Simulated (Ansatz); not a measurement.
Does relaxation matter for the field gradients of PbF2?

Start: a COD entry, atoms as given.

Space group Pnma (No. 62); a = 6.4400, b = 3.8990, c = 7.6510 Å.

| site | Wyckoff | site symmetry | x | y | z |
| --- | --- | --- | --- | --- | --- |
| Pb | 4c | .m. | 0.2527 | 0.2500 | 0.1042 |
| F5 | 4c | .m. | 0.8623 | 0.2500 | 0.0631 |
| F9 | 4c | .m. | 0.4662 | 0.2500 | 0.8457 |

One atom of each set is listed.

The numbers come from a DFT calculation in Ansatz (PBE, plane waves and PAW, scalar-relativistic, 420 eV cutoff, Γ-centred 3×5×3 k-points, Fermi–Dirac smearing 0.02 eV).

The largest force at the start is 0.15 eV/Å. Relaxing the ions at fixed cell moves them by 0.058 Å at most (atom 9, F) and 0.042 Å rms. End positions:

Pb (0.2557, 0.2500, 0.1050)
F5 (0.8592, 0.2500, 0.0675)
F9 (0.4750, 0.2500, 0.8440)

| site | moved (Å) | first shell before | first shell after | V_zz before (10²¹ V/m²) | η before |
| --- | --- | --- | --- | --- | --- |
| Pb | 0.020 | 9 F at 2.41–3.03 Å | 9 F at 2.45–3.06 Å | -5.40 | 0.12 |
| F5 | 0.039 | 4 Pb at 2.45–2.64 Å | 4 Pb at 2.47–2.59 Å | -2.21 | 0.33 |
| F9 | 0.058 | 5 Pb at 2.41–3.03 Å | 5 Pb at 2.45–3.06 Å | 1.45 | 0.34 |

Q: What are V_zz and η after the relaxation?

A: 

```json
{"site": "Pb", "V_zz after": "-3.91", "η after": "0.49", "change of V_zz": "+1.49"}
{"site": "F5", "V_zz after": "-1.86", "η after": "0.49", "change of V_zz": "+0.35"}
{"site": "F9", "V_zz after": "1.05", "η after": "0.93", "change of V_zz": "-0.40"}
```

The largest change of V_zz is on Pb, from -5.40 to -3.91. In per cent, |V_zz| changes by -27 on Pb, -27 to -16 on F (all sites that start above 0.5). Where |V_zz| stays above 0.1, η moves most on F9, from 0.34 to 0.93.

Spin–orbit coupling is left out, which shifts gradients on Pb by a few per cent, and by more where contributions nearly cancel.
